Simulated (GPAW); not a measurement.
WS2 (Tungstenite): relaxation of cell and atoms with RPBE

WS2 (Tungstenite):

```
W S
1.0
     3.18000    0.00000    0.00000
    -1.59000    2.75396    0.00000
     0.00000    0.00000   12.50000
W S
2 4
Direct
  0.66667 0.33333 0.75000
  0.33333 0.66667 0.25000
  0.66667 0.33333 0.37500
  0.33333 0.66667 0.87500
  0.66667 0.33333 0.12500
  0.33333 0.66667 0.62500
```

```
Program             : GPAW 26.7.0
Task                : relaxation of cell and atoms
Functional          : RPBE
Potentials or basis : the program's PAW data sets (release 1.2.1) made for this functional
Cutoff              : 600 eV
Basis               : pw
k mesh              : 6 × 6 × 2
Occupations         : fermi-dirac, width 0.05 eV
Spin                : no spin polarisation
Maxiter             : 150
Optimizer           : LBFGS
Fmax                : 0.05 eV/Å
Max steps           : 60
Convergence         : density=1e-06 energy=1e-06 eigenstates=1e-10
```

The relaxed volume is 23.16 Å³/atom and the relaxed cell is a = 3.210 Å, b = 3.210 Å, c = 15.568 Å, α = 90.00°, β = 90.00°, γ = 120.00°. The space group after relaxing (to 0.05 Å) is P6_3/mmc (No. 194) and the energy gained by relaxing is 46.3 meV/atom. The ionic steps are 15, the pressure after relaxing is 0.1 GPa and the largest force after relaxing is 0.008 eV/Å. The band gap on the k mesh is 1.59 eV, indirect (least direct gap 1.73 eV).

Forces on the atoms (eV/Å):
```
W    0.000  0.000  0.000
W    0.000  0.000  0.000
S    0.000  0.000  0.008
S    0.000  0.000  0.008
S    0.000  0.000 -0.008
S    0.000  0.000 -0.008
```

Stress tensor (GPa, compression positive):
```
0.05 0.00 0.00
0.00 0.05 0.00
0.00 0.00 0.15
```

Step by step:
```tsv
step	energy change (eV)	largest force (eV/Å)	pressure (GPa)	volume (Å³)
1	0.0000	0.2673	5.24	109.47
2	-0.0172	0.1048	4.13	109.94
3	-0.0412	0.2613	1.45	111.36
4	-0.0482	0.3123	0.86	111.93
5	-0.0776	0.3688	-0.94	114.76
6	-0.0964	0.2499	-1.37	116.87
7	-0.1077	0.0531	-0.94	118.12
8	-0.1140	0.0710	-0.39	118.45
9	-0.1263	0.2350	0.54	118.90
10	-0.1486	0.3948	1.63	119.97
11	-0.1874	0.4779	2.54	122.59
12	-0.2249	0.3819	2.35	125.95
13	-0.2546	0.2014	1.47	130.02
14	-0.2713	0.0566	0.54	134.68
15	-0.2777	0.0083	0.09	138.96
```

Final structure:
```
CELL_PARAMETERS angstrom
3.21043 0.00000 0.00000
-1.60521 2.78031 0.00000
0.00000 0.00000 15.56771
ATOMIC_POSITIONS crystal
W 0.66667 0.33333 0.75000
W 0.33333 0.66667 0.25000
S 0.66667 0.33333 0.35114
S 0.33333 0.66667 0.85114
S 0.66667 0.33333 0.14886
S 0.33333 0.66667 0.64886
```

Levels at points of the mesh, in eV from the valence-band top:
| k point | band 23 | band 24 | band 25 | band 26 | band 27 | band 28 | band 29 | band 30 |
| --- | --- | --- | --- | --- | --- | --- | --- | --- |
| (0.00, 0.00, 0.00) | -1.77 | -1.77 | -0.28 | 0.00 | 2.66 | 2.66 | 2.66 | 2.66 |
| (0.00, 0.00, 0.50) | -1.77 | -1.77 | -0.13 | -0.13 | 2.66 | 2.66 | 2.66 | 2.66 |
| (0.50, 0.50, 0.00) | -1.47 | -1.46 | -1.06 | -1.05 | 2.59 | 2.59 | 3.02 | 3.06 |
| (0.50, 0.50, 0.50) | -1.46 | -1.46 | -1.06 | -1.06 | 2.59 | 2.59 | 3.04 | 3.04 |

It took 15 min on 1 thread of Arm Neoverse V1, on a shared host, peak memory 0.37 GiB.

Caveat: the k mesh is coarse; later steps reuse the first step's grids; the volume moved by over 15 % at a fixed basis, so the end points are rough; spin-orbit coupling is left out, which moves the levels of the heavy elements; this functional lacks dispersion, which binds the layers, so the pressure and a relaxed spacing across them are unreliable, and here the layers came unbound; the volume moved by +27 % from the deposited cell, more than functionals usually miss. RPBE and its kin give volumes clearly too large for solids.
